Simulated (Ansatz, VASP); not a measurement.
# One calculation of FeO (Wuestite), two programs

```
Fe O
1.0
     0.00000    2.11140    2.11140
     2.11140    0.00000    2.11140
     2.11140    2.11140    0.00000
Fe O
1 1
Direct
  0.00000 0.00000 0.00000
  0.50000 0.50000 0.50000
```

Change from the starting cell: volume scaled by 0.94.

Alike in both runs: task single point; functional PBEsol; k mesh 11 × 11 × 11; occupations fermi-dirac, width 0.05 eV; collinear spin.

```csv
,VASP,Ansatz
version,VASP 6.6.1,Ansatz 0.2.0
potentials or method,"VASP PAW PBE potentials, release 64 (Fe, O), cutoff 520 eV","all-electron LAPW, scalar-relativistic"
```

Ansatz gave:

```
gap on the k mesh at the Fermi level (eV)                     : none
pressure (GPa)                                                : 3.5
net moment per atom (μB)                                      : 2.00
size of the moment on the site where the two differ most (μB) : 0.34
```

**Question.** What did VASP give for the same quantities?

**Answer.** gap on the k mesh at the Fermi level (eV): none; pressure (GPa): 4.0; net moment per atom (μB): 2.00; size of the moment on the site where the two differ most (μB): 0.32.

Site moments also hang on the region over which each program counts them. A gap of «none» marks a metal or a gap that the smearing closes. Ansatz ran all-electron here, so the differences hold the error of VASP's frozen core and of both bases.

Caveats: a cell with one magnetic atom can't hold antiferromagnetic order, which such compounds often take; semilocal functionals often make such compounds metallic where correlation or magnetic order opens a gap, which also shifts bond lengths; the PAW data sets were made with another functional, which shifts forces and pressure a little (VASP).
